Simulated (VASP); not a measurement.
Set up this calculation in VASP 6.6.1, as the native input.

```yaml
Task: relaxation of cell and atoms
Functional: PBEsol
Potentials_or_basis: VASP PAW PBE potentials, release 64 (Al, As)
Cutoff: 600 eV
k_mesh: 8 × 8 × 8
Occupations: gaussian, width 0.03 eV
Spin: no spin polarisation
Further_INCAR_settings: ALGO = Normal; EDIFF = 1e-06; IBRION = 2; EDIFFG = -0.01; NSW = 90; ISIF = 3
```

The structure of AlAs lies in POSCAR:

```
AlAs
1.0
    0.0000000000      2.8304000000      2.8304000000
    2.8304000000      0.0000000000      2.8304000000
    2.8304000000      2.8304000000      0.0000000000
Al As
1 1
Direct
    0.0000000000      0.0000000000      0.0000000000
    0.2500000000      0.2500000000      0.2500000000
```

These files were run (other wordings do the same):

INCAR

```
SYSTEM = AlAs
PREC = Accurate
ENCUT = 600
EDIFF = 1E-6
ISMEAR = 0
SIGMA = 0.03
LREAL = .FALSE.
LASPH = .TRUE.
NELM = 80
ALGO = Normal
ISIF = 3
LWAVE = .FALSE.
LCHARG = .FALSE.
GGA = PS
IBRION = 2
NSW = 90
EDIFFG = -0.01
KPAR = 4
```

KPOINTS

```
Automatic mesh
0
G
  8 8 8
  0 0 0
```

Potentials or basis: VASP PAW PBE potentials, release 64 (Al, As).

Run with:

```console
$ cat potpaw_PBE.64/Al/POTCAR potpaw_PBE.64/As/POTCAR > POTCAR
$ mpirun -np 4 vasp_std > vasp.out
```

Results of the run:

```yaml
Relaxed_volume: 22.93 Å³/atom
Relaxed_cell: a = 4.018 Å, b = 4.018 Å, c = 4.018 Å, α = 60.00°, β = 60.00°, γ = 60.00°
Space_group_after_relaxing_to_0.05_Å: F-43m (No. 216)
Energy_gained_by_relaxing: 0.6 meV/atom
Ionic_steps: 3
Pressure_after_relaxing: 0.0 GPa
Band_gap_on_the_k_mesh: 1.34 eV, indirect (least direct gap 1.89 eV)
```

Caveat: the PAW data sets were made with another functional, which shifts forces and pressure a little.

Wall time 14 s on 4 MPI ranks on Intel(R) Xeon(R) Platinum 8375C CPU @ 2.90GHz (Ice Lake), with other jobs on the host, peak memory 0.18 GiB a rank.
